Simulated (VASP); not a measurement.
Wanted: the native input for a VASP 6.6.1 run.

```
Task                   : band structure
Functional             : r2SCAN
Potentials or basis    : VASP PAW PBE potentials, release 64 (B, N)
Cutoff                 : 520 eV
k mesh                 : 15 × 15 × 1
Occupations            : gaussian, width 0.03 eV
Spin                   : no spin polarisation
Dipole correction      : yes
Further INCAR settings : ALGO = All; EDIFF = 1e-06; NBANDS = 21
```

The structure of BN lies in POSCAR:

```
BN                                      
1.0
    2.5072829611      0.0000000000      0.0000000000
   -1.2536414805      2.1713707339      0.0000000000
    0.0000000000      0.0000000000     24.6357000000
  B               N             
     3     3
Direct
     0.6666666699999979    0.3333333300000021    0.3653495667955701
     0.3333333300000021    0.6666666699999979    0.5000000000000000
     0.6666666699999979    0.3333333300000021    0.6346504332044300
     0.3333333300000021    0.6666666699999979    0.3652778345470445
     0.6666666699999979    0.3333333300000021    0.5000000000000000
     0.3333333300000021    0.6666666699999979    0.6347221654529555
```

The input as run:

INCAR

```
  PREC = Accurate
  ENCUT = 520
  EDIFF = 1E-6
  ISMEAR = 0
  SIGMA = 0.03
  LREAL = False
  LASPH = True
  NELM = 120
  ALGO = All
  ISIF = 2
  LWAVE = False
  LCHARG = False
  LDIPOL = True
  IDIPOL = 3
  DIPOL = 0.5 0.5 0.500
  METAGGA = R2SCAN
  LMIXTAU = True
  NBANDS = 21
  LVHAR = True
  LVACPOTAV = True
  AMIN = 0.01
  KPAR = 4
```

KPOINTS

```
Automatic mesh
0
Gamma
  15 15 1
```

KPOINTS_OPT

```
explicit points
67
Reciprocal
 0.0000000000  0.0000000000  0.0000000000 1
 0.0357142900  0.0000000000  0.0000000000 1
 0.0714285700  0.0000000000  0.0000000000 1
 0.1071428600  0.0000000000  0.0000000000 1
 0.1428571400  0.0000000000  0.0000000000 1
 0.1785714300  0.0000000000  0.0000000000 1
 0.2142857100  0.0000000000  0.0000000000 1
 0.2500000000  0.0000000000  0.0000000000 1
 0.2857142900  0.0000000000  0.0000000000 1
 0.3214285700  0.0000000000  0.0000000000 1
 0.3571428600  0.0000000000  0.0000000000 1
 0.3928571400  0.0000000000  0.0000000000 1
 0.4285714300  0.0000000000  0.0000000000 1
 0.4642857100  0.0000000000  0.0000000000 1
 0.5000000000  0.0000000000  0.0000000000 1
 0.4791666700  0.0416666700  0.0000000000 1
 0.4583333300  0.0833333300  0.0000000000 1
 0.4375000000  0.1250000000  0.0000000000 1
 0.4166666700  0.1666666700  0.0000000000 1
 0.3958333300  0.2083333300  0.0000000000 1
 0.3750000000  0.2500000000  0.0000000000 1
 0.3541666700  0.2916666700  0.0000000000 1
 0.3333333300  0.3333333300  0.0000000000 1
 0.3137254900  0.3137254900  0.0000000000 1
 0.2941176500  0.2941176500  0.0000000000 1
 0.2745098000  0.2745098000  0.0000000000 1
 0.2549019600  0.2549019600  0.0000000000 1
 0.2352941200  0.2352941200  0.0000000000 1
 0.2156862700  0.2156862700  0.0000000000 1
 0.1960784300  0.1960784300  0.0000000000 1
 0.1764705900  0.1764705900  0.0000000000 1
 0.1568627500  0.1568627500  0.0000000000 1
 0.1372549000  0.1372549000  0.0000000000 1
 0.1176470600  0.1176470600  0.0000000000 1
 0.0980392200  0.0980392200  0.0000000000 1
 0.0784313700  0.0784313700  0.0000000000 1
 0.0588235300  0.0588235300  0.0000000000 1
 0.0392156900  0.0392156900  0.0000000000 1
 0.0196078400  0.0196078400  0.0000000000 1
 0.0000000000  0.0000000000  0.0000000000 1
 0.0000000000  0.0000000000  0.0000000000 1
 0.0047712900 -0.0023856400  0.0000000000 1
-0.0047712900  0.0023856400  0.0000000000 1
 0.0139162500 -0.0069581300  0.0000000000 1
-0.0139162500  0.0069581300  0.0000000000 1
 0.0000000000  0.0041320600  0.0000000000 1
-0.0000000000 -0.0041320600  0.0000000000 1
 0.0000000000  0.0120518300  0.0000000000 1
-0.0000000000 -0.0120518300  0.0000000000 1
 0.5000000000  0.0000000000  0.0000000000 1
 0.5047712900 -0.0023856400  0.0000000000 1
 0.4952287100  0.0023856400  0.0000000000 1
 0.5139162500 -0.0069581300  0.0000000000 1
 0.4860837500  0.0069581300  0.0000000000 1
 0.5000000000  0.0041320600  0.0000000000 1
 0.5000000000 -0.0041320600  0.0000000000 1
 0.5000000000  0.0120518300  0.0000000000 1
 0.5000000000 -0.0120518300  0.0000000000 1
 0.3333333300  0.3333333300  0.0000000000 1
 0.3381046200  0.3309476900  0.0000000000 1
 0.3285620400  0.3357189700  0.0000000000 1
 0.3472495800  0.3263752000  0.0000000000 1
 0.3194170800  0.3402914600  0.0000000000 1
 0.3333333300  0.3374653900  0.0000000000 1
 0.3333333300  0.3292012700  0.0000000000 1
 0.3333333300  0.3453851600  0.0000000000 1
 0.3333333300  0.3212815000  0.0000000000 1
```

Potentials or basis: VASP PAW PBE potentials, release 64 (B, N).

Command:

```bash
$ cat potpaw_PBE.64/B/POTCAR potpaw_PBE.64/N/POTCAR > POTCAR
$ mpirun -np 4 vasp_std > vasp.out
```

Results of the run:

```json
{
  "Largest force": "0.020 eV/Å",
  "Band gap on the k mesh": "5.00 eV, indirect (least direct gap 5.38 eV)",
  "Band gap along the path": "4.95 eV, indirect (least direct gap 5.38 eV)",
  "Ionisation potential of the upper face": "6.08 eV"
}
```

Caveat: the PAW data sets were made with another functional, which shifts forces and pressure a little.

Wall time 2.5 min on 4 MPI ranks on Intel(R) Xeon(R) Platinum 8488C (Sapphire Rapids), with other jobs on the host, peak memory 0.4 GiB a rank.
